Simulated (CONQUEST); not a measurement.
## Cu2O (Cuprite) under changes of volume

One of the cells (12.885 Å³/atom); the others are scaled copies at fixed shape and fractional positions:

```xyz
6
Lattice="4.2600 0.0000 0.0000 0.0000 4.2600 0.0000 0.0000 0.0000 4.2600" Properties=species:S:1:pos:R:3 pbc="T T T"
Cu    3.1950    1.0650    1.0650
Cu    1.0650    3.1950    1.0650
Cu    3.1950    3.1950    3.1950
Cu    1.0650    1.0650    3.1950
O     2.1300    2.1300    2.1300
O     0.0000    0.0000    0.0000
```

| Item | Value |
| --- | --- |
| Program | CONQUEST 1.3 |
| Functional | PBE |
| Potentials or basis | PseudoDojo NC PBE, DZ, grid of 48 × 48 × 48 points |
| k mesh | 6 × 6 × 6 |
| Occupations | fermi-dirac, width 0.05 eV |
| Spin | no spin polarisation |

```tsv
volume (Å³/atom)	energy over the lowest point (meV/atom)	pressure (GPa)	gap on the mesh (eV)
12.112	55.95	15.1	0.66
12.369	34.61	11.4	0.61
12.627	?	?	?
12.885	8.38	5.0	0.51
13.142	2.26	2.5	0.47
13.400	0.00	0.2	0.43
13.658	1.40	-2.0	0.39
```

Question: What does the run at 12.627 Å³/atom give?

Answer: Energy over the lowest point 18.98 meV/atom; pressure 8.1 GPa; gap on the mesh 0.56 eV.

Worked out: A Birch-Murnaghan fit of order 3 (a polynomial in V^(-2/3)) to the other rows has its minimum at 13.43 Å³/atom with B0 = V·E''(V) = 112 GPa and B' = 5.4. It gives 18.97 meV/atom at 12.627 Å³/atom, against the run's 18.98, and -dE/dV = 8.1 GPa, against 8.1. A straight line through the other rows of the gap, of slope -2.25 eV per unit of ln V (its deformation potential), gives 0.56 eV, against the run's 0.56.

Energies are extrapolated to zero smearing.

Caveats: the atomic basis is small; the basis of atomic orbitals isn't converged, which shifts pressures, moduli and gaps.

A mesh can miss the band edges.
